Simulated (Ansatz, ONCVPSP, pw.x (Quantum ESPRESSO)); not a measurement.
## Equation-of-state test of one ONCV potential (indium)

- Element: In (Z = 49)
- Generator: ONCVPSP 4.0.1.1 (patched build)
- Type: optimised norm-conserving Vanderbilt (ONCV)
- Functional: PBE
- Relativity: scalar-relativistic
- Frozen core: [Kr] 4d10
- Valence charge: 3
- Reference configuration: 5s2 5p0.75 (charge +0.25)
- Partial waves: 5s: rc 2.30 bohr, ncon 4, nbas 7, qcut 3.1 1/bohr, 2 projectors, debl 3.3 Ha; 5p: rc 2.30 bohr, ncon 4, nbas 8, qcut 3.2 1/bohr, local; d scattering state at 0.4 Ha: rc 2.70 bohr, ncon 4, nbas 7, qcut 3.8 1/bohr, 1 projector
- Local potential: the p channel
- Core correction: Teter function, fcfact 3.25, rcfact 1.2

Crystal test: fcc In in pw.x 7.5, no spin, 12³ k-points, Fermi–Dirac smearing 0.01 Ry, cutoffs 50/200 Ry. The reference is all-electron LAPW (Ansatz 0.2.0) with the same functional, mesh and smearing; V0 and B0 come from Birch–Murnaghan fits to the pressures at five volumes. Errors are pseudo minus all-electron; Δ is the rms difference of the E(V) curves that follow from these fits, minima aligned, over ±6 % about the mean V0. Mesh and smearing are coarse, so the numbers serve the comparison and aren't converged zero-temperature values; the lattice is a test structure that the element need not adopt.

All-electron: a0 = 4.791 Å (V0 = 27.50 Å³/atom), B0 = 34.9 GPa.

Task: How far does the potential miss the all-electron equation of state?

Result: mean pressure error (GPa): -3.93. The pressure does not cross zero within the volumes sampled, so no fit is given. This is a poor potential for the solid. The atomic tests give no hint of an error of this size, and its cause was not traced.

```json
{"V (Å³/atom)": "26.366", "P all-electron (GPa)": "1.64", "P pseudo (GPa)": "-2.83"}
{"V (Å³/atom)": "27.060", "P all-electron (GPa)": "0.58", "P pseudo (GPa)": "-3.59"}
{"V (Å³/atom)": "27.754", "P all-electron (GPa)": "-0.32", "P pseudo (GPa)": "-4.23"}
{"V (Å³/atom)": "28.448", "P all-electron (GPa)": "-1.08", "P pseudo (GPa)": "-4.75"}
{"V (Å³/atom)": "29.142", "P all-electron (GPa)": "-1.74", "P pseudo (GPa)": "-5.18"}
```

Task: At the middle volume, how do free energy and pressure move when the wave cutoff is lowered (ecutrho kept at four times it)?

Result:

| cutoff (Ry) | shift of F (meV/atom) | shift of P (GPa) |
| --- | --- | --- |
| 22 | +19.2 | -0.06 |
| 30 | +15.6 | -0.04 |
| 40 | +4.2 | -0.12 |

The run at the middle volume (72 k-points, 6 iterations) took about 7.1 s on one core of a shared host (Neoverse-V1, 32 threads, 247 GiB, load 17).
